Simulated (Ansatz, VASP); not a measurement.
## SiC in VASP and in Ansatz

```
Si C
1.0
     0.00000    2.18986    2.18986
     2.18986    0.00000    2.18986
     2.18986    2.18986    0.00000
Si C
1 1
Direct
  0.75000 0.75000 0.75000
  0.00000 0.00000 0.00000
```

Alike in both runs: functional PBE; k mesh 10 × 10 × 10; occupations gaussian, width 0.02 eV; no spin polarisation.

Ansatz relaxed the structure, and its values are those at the end. VASP's run is a single point on that final structure, the one shown.

|  | VASP | Ansatz |
| --- | --- | --- |
| version | VASP 6.6.1 | Ansatz 0.2.0 |
| potentials or method | VASP PAW PBE potentials, release 64 (Si, C) | scalar-relativistic, plane waves, PAW |
| plane-wave cutoff (eV) | 520 | 420 |
| valence electrons in the cell | 8 | 8 |

```csv
,VASP,Ansatz,Ansatz less VASP
gap on the k mesh at the Fermi level (eV),1.37,1.37,+0.002
least direct gap on the mesh (eV),4.53,4.53,+0.003
pressure (GPa),0.0,0.0,+0.05
```

The functional is the same, so the differences come from potentials, cutoffs and numerics.

A k mesh can miss the band edges. Expect the measured gap to be larger: semilocal functionals such as PBE lack the derivative discontinuity.
